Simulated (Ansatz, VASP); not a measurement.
# KBr in VASP and in Ansatz

Contents of INCAR:

```
SYSTEM = KBr
ALGO = Normal ; EDIFF = 1E-7
ENCUT = 520 ; GGA = PE
ISIF = 2 ; ISMEAR = 0
LASPH = .True. ; LCHARG = .False.
LREAL = .False. ; LWAVE = .False.
NBANDS = 15 ; NELM = 60
PREC = Accurate ; SIGMA = 0.05
```

The input KPOINTS:

```
k-points
0
Gamma
  6 6 6
  0 0 0
```

Contents of POSCAR:

```
KBr
1.0
    0.1234687500      3.2925000000      3.2925000000
    3.4159687500      0.0000000000      3.4159687500
    3.2925000000      3.2925000000      0.1234687500
K Br
1 1
Direct
    0.0000000000      0.0000000000      0.0000000000
    0.5000000000      0.5000000000      0.5000000000
```

Input for Ansatz:

```yaml
crystal:
  lattice:
    - [0.12346875, 3.2925, 3.2925]
    - [3.41596875, 0.0, 3.41596875]
    - [3.2925, 3.2925, 0.12346875]
  atoms:
    - { symbol: K, position: [0.0, 0.0, 0.0] }
    - { symbol: Br, position: [0.5, 0.5, 0.5] }
basis:
  ecutwfc: 420
kpoints:
  mp_grid: { grid: [6, 6, 6] }
hamiltonian:
  xc: pbe
scf:
  occupations: { method: gaussian, width: 0.05 }
output:
  forces: true
  stress: true
  eigenvalues: true
```

Change from the starting cell: strain +0.0750 x Voigt [0, 0, 0, 0, 1, 0], atoms carried along.

Alike in both runs: task single point; functional PBE; k mesh 6 × 6 × 6; occupations gaussian, width 0.05 eV; no spin polarisation.

|  | VASP | Ansatz |
| --- | --- | --- |
| version | VASP 6.6.1 | Ansatz 0.2.0 |
| potentials or method | VASP PAW PBE potentials, release 64 (K_sv, Br) | scalar-relativistic, plane waves, PAW |
| plane-wave cutoff (eV) | 520 | 420 |
| valence electrons in the cell | 16 | 16 |

VASP gave:

- gap on the k mesh at the Fermi level (eV): 4.35
- least direct gap on the mesh (eV): 4.35
- pressure (GPa): 0.9
- largest component of the traceless stress (GPa): 0.37

**Question.** Estimate Ansatz's values.

**Answer.** gap on the k mesh at the Fermi level (eV): 4.35; least direct gap on the mesh (eV): 4.35; pressure (GPa): 0.8; largest component of the traceless stress (GPa): 0.38.
